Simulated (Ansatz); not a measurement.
KCl under compression and expansion

```yaml
crystal:
  lattice:
    - [3.63400, 0.00000, 0.00000]
    - [0.00000, 3.63400, 0.00000]
    - [0.00000, 0.00000, 3.63400]
  atoms:
    - { symbol: K, position: [0.00000, 0.00000, 0.00000] }
    - { symbol: Cl, position: [0.50000, 0.50000, 0.50000] }
```

The cell is COD entry 1000050, as deposited and not checked against the literature; nothing was relaxed.

Methods: DFT, PBEsol, all-electron LAPW, scalar-relativistic (Ansatz 0.2.0); DFT, PBEsol, PAW with Ansatz's default frozen-core files, scalar-relativistic (Ansatz 0.2.0).

For LAPW: a Γ-centred 7×7×7 k mesh, Fermi–Dirac smearing of 0.01 eV, basis error target 1 meV/atom, no spin polarisation. PAW takes a cutoff of 420 eV at this cell (files made with PBE, cores remade for this functional). The Ansatz runs share mesh, smearing and spin set-up. Plane-wave (PAW) pressures include the program's estimate of the Pulay term.

The cell above is scaled evenly, with fractional coordinates and shape held.

```csv
V/V(cell),V (Å³/atom),"P, LAPW (GPa)","P, PAW (GPa)","gap on the k mesh, LAPW (eV)"
0.9400,22.556,4.61,4.61,5.75
0.9600,23.035,3.75,3.75,5.63
0.9800,23.515,?,?,?
0.9900,23.755,2.62,2.62,5.46
1.0000,23.995,2.28,2.29,5.40
1.0100,24.235,1.97,1.97,5.35
1.0200,24.475,1.67,1.67,5.30
1.0400,24.955,1.11,1.11,5.20
1.0600,25.435,0.62,0.62,5.11
```

(1) Fill in the row V/V(cell) = 0.9800.

Answers

(1) P, LAPW (GPa) = 2.98, P, PAW (GPa) = 2.98, gap on the k mesh, LAPW (eV) = 5.51.
